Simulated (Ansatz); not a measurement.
Runs of Ansatz 0.2.0 on Tc. The structure is hexagonal, space group P6_3/mmc (No. 194). The conventional cell has a = 2.740 Å, b = 2.740 Å, c = 4.398 Å, α = 90.00°, β = 90.00°, γ = 120.00°. Tc (site symmetry -6m2) has 12 Tc at 2.71 to 2.74 Å as nearest neighbours. 

| level | gap on the mesh (eV) | pressure (GPa) |
| --- | --- | --- |
| revPBE | none | 6.4 |
| r2SCAN | none | (b) |
| PBEsol | none | -5.8 |
| PBE | none | (a) |
| LDA | none | -11.2 |
| BLYP | none | 16.1 |
| RPBE | none | 7.6 |

Alike in all rows: task band structure; potentials or basis Ansatz PAW earlier set; no spin polarisation; cell as given; k mesh 6 × 6 × 4; cutoff (eV) 500; smearing fermi-dirac 0.05 eV; the mesh is coarse, so values aren't converged.

Task: Fill in the values left out.

Result: (a) 3.7; (b) -1.4.

Caveats: all runs use coarse meshes; the PAW data sets come from PBE, with cores solved anew for the run's functional, which leaves a small shift of forces and pressure (some runs).

A k mesh can miss the band edges, and the runs leave out spin-orbit coupling on Tc.

A gap of «none» marks a metal or a gap under the smearing width.
